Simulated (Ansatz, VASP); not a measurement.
**MgI2: VASP beside Ansatz**

File POSCAR:

```
MgI2
1.0
    0.0255389000      3.7812594885      3.7812594885
    3.7812594885      0.0255389000      3.7812594885
    3.7812594885      3.7812594885      0.0255389000
Mg I
1 2
Direct
    0.0000000000      0.0000000000      0.0000000000
    0.2502944672      0.2502944672      0.2502944672
    0.7497055328      0.7497055328      0.7497055328
```

File INCAR.step1:

```
SYSTEM = MgI2
PREC = Accurate ; ENCUT = 520
EDIFF = 1E-5 ; ISMEAR = 0
SIGMA = 0.01 ; LREAL = .False.
LASPH = .True. ; NELM = 60
ALGO = Normal ; ISIF = 2
LWAVE = .True. ; LCHARG = .False.
GGA = PE ; NBANDS = 15
```

INCAR.step2

```
SYSTEM = MgI2
PREC = Accurate ; ENCUT = 520
EDIFF = 1E-6 ; ISMEAR = 0
SIGMA = 0.01 ; LREAL = .False.
LASPH = .True. ; NELM = 60
ALGO = Normal ; ISIF = 2
LWAVE = .False. ; LCHARG = .False.
GGA = PE ; LHFCALC = .True.
HFSCREEN = 0.2079 ; PRECFOCK = Normal
ISTART = 1 ; NBANDS = 15
```

Contents of KPOINTS:

```
regular mesh
0
Gamma
  4 4 4
  0 0 0
```

Input for Ansatz:

```yaml
crystal:
  lattice:
    - [0.0255389, 3.7812594885, 3.7812594885]
    - [3.7812594885, 0.0255389, 3.7812594885]
    - [3.7812594885, 3.7812594885, 0.0255389]
  atoms:
    - { symbol: Mg, position: [0.0, 0.0, 0.0] }
    - { symbol: I, position: [0.2502944672, 0.2502944672, 0.2502944672] }
    - { symbol: I, position: [0.7497055328, 0.7497055328, 0.7497055328] }
kpoints:
  mp_grid: { grid: [4, 4, 4] }
  band_path:
    path:
      - [0.0, 0.0, 0.0]
      - [0.5, 0.0, 0.5]
      - [0.625, 0.25, 0.625]
      - [0.375, 0.375, 0.75]
      - [0.5, 0.5, 0.5]
      - [0.5, 0.25, 0.75]
    npoints: 1
hamiltonian:
  xc: hse06
scf:
  occupations: { method: fixed }
  n_extra_bands: 4
output:
  forces: true
  stress: true
  eigenvalues: true
```

Change from the starting cell: shear_111 strain +1.0%.

Alike in both runs: task single point; functional HSE06; k mesh 4 × 4 × 4; no spin polarisation.

```csv
,VASP,Ansatz
version,VASP 6.6.1,Ansatz 0.2.0
potentials or method,"VASP PAW PBE potentials, release 64 (Mg, I)","plane waves, PAW"
plane-wave cutoff (eV),520,420
occupations,"gaussian, width 0.01 eV",fixed
valence electrons in the cell,16,44
```

|  | VASP | Ansatz | Ansatz less VASP |
| --- | --- | --- | --- |
| gap on the k mesh at the Fermi level (eV) | 1.35 | 1.41 | +0.059 |
| pressure (GPa) | -0.9 | -0.7 | +0.12 |
| largest component of the traceless stress (GPa) | 0.13 | 0.13 | -0.002 |
| rms of the force components (eV/Å) | 0.003 | 0.003 | -0.0003 |

Atom by atom the forces differ by 0.000 eV/Å (rms over components). The two sets of potentials don't hold the same shells in valence. Ansatz warned: «stress_exchange_threshold_loose».

Caveats: the PAW data sets were made with another functional, which shifts forces and pressure a little (VASP); spin-orbit coupling is left out, which moves the levels of the heavy elements. A k mesh can miss the band edges.
